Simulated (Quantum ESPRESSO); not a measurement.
# GaAs: zone-centre phonons under several settings

```
CELL_PARAMETERS angstrom
0.00000 2.82685 2.82685
2.82685 0.00000 2.82685
2.82685 2.82685 0.00000
ATOMIC_POSITIONS crystal
As 0.75000 0.75000 0.75000
Ga 0.00000 0.00000 0.00000
```

All runs used Quantum ESPRESSO 7.5; k mesh 6 × 6 × 6, shifted; no spin polarisation; occupations smeared at first, fixed for the response.

| level | potentials | geometry | cutoff (eV) | volume (Å³/atom) | pressure (GPa) | lowest optical mode without the field (cm⁻¹) | sum of the Born charges (e) |
| --- | --- | --- | --- | --- | --- | --- | --- |
| BLYP | PseudoDojo 0.4.1 SR PBE standard | given cell, atoms relaxed | 1143 | 22.59 | 6.4 | 271 | -0.03 |
| PBE | PseudoDojo 0.4.1 SR PBE standard | given cell, atoms relaxed | 1143 | 22.59 | ? | ? | ? |
| PBEsol | PseudoDojo 0.4.1 SR PBEsol standard | relaxed cell | 1143 | 22.68 | 0.0 | 262 | -0.03 |
| PBEsol | PseudoDojo 0.4.1 SR PBEsol standard | given cell, atoms relaxed | 1143 | 22.59 | 0.3 | 264 | -0.03 |
| PBE | SSSP 1.3 efficiency PBE | relaxed cell | 952 | 23.71 | 0.0 | 254 | -0.03 |

Problem. What stands in the row left open?

Solution. Pressure 3.4 GPa; lowest optical mode without the field 268 cm⁻¹; sum of the Born charges -0.02 e.

Caveats: the cell is more than 3 GPa from zero pressure, which shifts response properties (some runs); the potentials were made for another functional, which shifts forces and pressure (some runs); before the sum rule the acoustic modes lie tens of cm⁻¹ from zero, a sign that the density grid also shifts the optical modes (some runs).

For the row left open. Caveat: the cell is more than 3 GPa from zero pressure, which shifts response properties.

The runs don't all hold the same shells in valence.
